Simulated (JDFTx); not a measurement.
# CaO under changes of volume

One of the cells (13.886 Å³/atom); the others are scaled copies at fixed shape and fractional positions:

```
Ca O
1.0
     0.00000    2.40356    2.40356
     2.40356    0.00000    2.40356
     2.40356    2.40356    0.00000
Ca O
1 1
Direct
  0.00000 0.00000 0.00000
  0.50000 0.50000 0.50000
```

The cell is a database's computed one.

| Quantity | Value |
| --- | --- |
| Program | JDFTx 1.7.0 (patched build) |
| Functional | PBE |
| Potentials or basis | PseudoDojo-SR-PBE-0.5-standard |
| Cutoff | 1143 eV |
| Density cutoff | 4572 eV |
| k mesh | 10 × 10 × 10 |
| Occupations | fermi-dirac, width 0.05 eV |
| Spin | no spin polarisation |

```tsv
volume (Å³/atom)	energy over the lowest point (meV/atom)	pressure (GPa)	gap on the mesh (eV)
13.052	26.62	9.1	3.64
13.330	?	?	?
13.608	4.71	3.6	3.66
13.886	0.42	1.3	3.66
14.163	0.00	-0.8	3.66
14.441	3.04	-2.7	3.67
14.719	9.22	-4.4	3.67
```

Task: What does the run at 13.330 Å³/atom give?

Result: Energy over the lowest point 13.28 meV/atom; pressure 6.2 GPa; gap on the mesh 3.65 eV.

Worked out: A Birch-Murnaghan fit of order 3 (a polynomial in V^(-2/3)) to the other rows has its minimum at 14.06 Å³/atom with B0 = V·E''(V) = 105 GPa and B' = 4.3. It gives 13.28 meV/atom at 13.330 Å³/atom, against the run's 13.28, and -dE/dV = 6.3 GPa, against 6.2. A straight line through the other rows of the gap, of slope 0.236 eV per unit of ln V, gives 3.65 eV, against the run's 3.65.

Energies are extrapolated to zero smearing.

Caveats: the empty levels aren't tightly converged.

A mesh can miss the band edges.
